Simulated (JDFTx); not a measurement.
Runs of JDFTx 1.7.0 (patched build) on Sn. Symmetry: Fd-3m, No. 227, cubic system. Conventional cell: a = 6.467 Å, b = 6.467 Å, c = 6.467 Å, α = 90.00°, β = 90.00°, γ = 90.00°. Sn (site symmetry -43m) has 4 Sn at 2.80 Å as nearest neighbours. This isn't the form of Sn at room conditions, which is tetragonal (white tin).

| task | level | potentials or basis | cell | density cutoff over wavefunction cutoff | SCF threshold on the energy | further solve for the empty bands | gap on the mesh (eV) | pressure (GPa) | V0 of scaled cells (Å³/atom) | B0 (GPa) |
| --- | --- | --- | --- | --- | --- | --- | --- | --- | --- | --- |
| single point | PBE | PseudoDojo-SR-PBE-0.5-standard | as given | 4 | 1e-08 Ha | yes | none | (a) | - | - |
| equation of state | PBEsol | PseudoDojo-SR-PBEsol-0.4.1-standard | as given | 8 | 1e-09 Ha | - | - | - | 35.07 | 41 |
| equation of state | LDA | PseudoDojo-SR-LDA-0.4.1-standard | as given | 8 | 1e-09 Ha | - | - | - | 33.91 | (b) |
| single point | PBE | PseudoDojo-SR-PBE-0.5-standard | atoms moved at random, drawn with an rms of 0.05 Å | 4 | 1e-08 Ha | yes | none | 4.0 | - | - |

Alike in all rows: no spin polarisation; k mesh 7 × 7 × 7; cutoff (eV) 980; smearing fermi-dirac 0.05 eV.

Q: Fill in the values left out.

A: (a) 3.9; (b) 45.

A k mesh can miss the band edges, and the runs leave out spin-orbit coupling on Sn.

A gap of «none» marks a metal or a gap under the smearing width.
